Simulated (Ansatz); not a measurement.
Density of states of ZrO₂ (Fm-3m, a = 5.116 Å, b = 5.116 Å, c = 5.116 Å, α = 90.00°, β = 90.00°, γ = 90.00°), in states per eV and primitive cell, averaged over bins of 0.5 eV. Theory: DFT PBE, scalar-relativistic, plane waves, PAW in Ansatz.

Settings: cutoff 420 eV, Γ-centred mesh 8×8×8 on the computed 3-atom cell, Gaussian smearing of 0.02 eV; no spin polarisation.

The cell is relaxed at this level. The states (both spins) are summed by tetrahedra on a 12×12×12 mesh at the self-consistent density. Energies are bin centres; the table starts no lower than −8 eV and ends at 6 eV, or lower where the solved bands end.

The gap is 3.32 eV at this level, with the zero inside it.

```csv
E − E_F (eV),total,O 2p,Zr 4d,O 2s,Zr 5s
-7.20,0.30,0.20,0.08,0.00,0.02
-6.70,1.19,0.80,0.32,0.01,0.03
-6.20,3.32,2.30,0.93,0.01,0.03
-5.70,2.69,2.01,0.57,0.02,0.05
-5.20,2.24,1.80,0.31,0.03,0.05
-4.70,2.08,1.70,0.24,0.03,0.06
-4.20,1.46,1.20,0.16,0.04,0.03
-3.70,2.22,1.89,0.23,0.03,0.02
-3.20,2.61,2.26,0.26,0.02,0.02
-2.70,3.68,3.29,0.29,0.02,0.02
-2.20,2.01,1.89,0.08,0.01,0.00
-1.70,0.21,0.21,0.00,0.00,0.00
-1.20,0.00,0.00,0.00,0.00,0.00
-0.70,0.00,0.00,0.00,0.00,0.00
-0.20,0.00,0.00,0.00,0.00,0.00
0.30,0.00,0.00,0.00,0.00,0.00
0.80,0.00,0.00,0.00,0.00,0.00
1.30,0.00,0.00,0.00,0.00,0.00
1.80,0.24,0.01,0.23,0.00,0.00
2.30,4.64,0.52,4.00,0.03,0.04
2.80,3.12,0.30,2.79,0.00,0.01
3.30,0.00,0.00,0.00,0.00,0.00
3.80,0.00,0.00,0.00,0.00,0.00
4.30,1.90,0.10,1.42,0.29,0.01
4.80,1.95,0.24,1.32,0.22,0.03
5.30,2.11,0.37,1.28,0.18,0.13
```

The columns after the total are the main Löwdin projections on the occupied valence shells of the potentials; 1 other is left out. The rest of the total lies in those, in shells that are empty in the free atom, which aren't projected, and between the atoms.

This fluorite-type form isn't the usual stable structure of the compound.